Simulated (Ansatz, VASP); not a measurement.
One calculation of Sb, two programs

File INCAR:

```
SYSTEM = Sb
PREC = Accurate
ENCUT = 520
EDIFF = 1E-8
ISMEAR = -1
SIGMA = 0.05
LREAL = .False.
LASPH = .True.
NELM = 80
ALGO = Normal
ISIF = 2
LWAVE = .False.
LCHARG = .False.
GGA = PE
LEFG = .True.
NBANDS = 8
```

File KPOINTS:

```
regular mesh
0
Gamma
  13 13 13
  0 0 0
```

The input POSCAR:

```
Sb
1.0
    3.1600000000     -0.0474000000     -0.0474000000
   -0.0474000000      3.1600000000     -0.0474000000
   -0.0474000000     -0.0474000000      3.1600000000
Sb
1
Direct
    0.0000000000      0.0000000000      0.0000000000
```

Input for Ansatz:

```yaml
crystal:
  lattice:
    - [3.16, -0.0474, -0.0474]
    - [-0.0474, 3.16, -0.0474]
    - [-0.0474, -0.0474, 3.16]
  atoms:
    - { symbol: Sb, position: [0.0, 0.0, 0.0] }
kpoints:
  mp_grid: { grid: [13, 13, 13] }
scf:
  occupations: { method: fermi_dirac, width: 0.05 }
hamiltonian:
  xc: pbe
  pseudopotentials: { kind: all_electron, datasets: crystal }
output:
  forces: true
  stress: true
  eigenvalues: true
  efg: { contact_densities: true }
```

Change from the starting cell: equal xy, yz and zx shear strains of -3 %, crystal datasets.

Alike in both runs: task electric field gradients; functional PBE; k mesh 13 × 13 × 13; occupations fermi-dirac, width 0.05 eV; no spin polarisation.

```csv
,VASP,Ansatz
version,VASP 6.6.1,Ansatz 0.2.0
potentials or method,"VASP PAW PBE potentials, release 64 (Sb)","all-electron PAW with datasets made for the crystal, scalar-relativistic"
plane-wave cutoff (eV),520,see its input
```

VASP gave:

| Property | Result |
| --- | --- |
| pressure (GPa) | -2.6 |
| largest component of the traceless stress (GPa) | 0.44 |
| Vzz of the field gradient on the site that differs most (V/Å²) | -21.5 |

Q: Estimate Ansatz's values.

A: Pressure (GPa): -2.5; largest component of the traceless stress (GPa): 0.44; Vzz of the field gradient on the site that differs most (V/Å²): -21.9.

Ansatz ran all-electron here, so the differences hold the error of VASP's frozen core and of both bases. Ansatz warned: «gradients_without_spin_orbit».

The runs have no spin-orbit coupling, so splittings on Sb are missing.
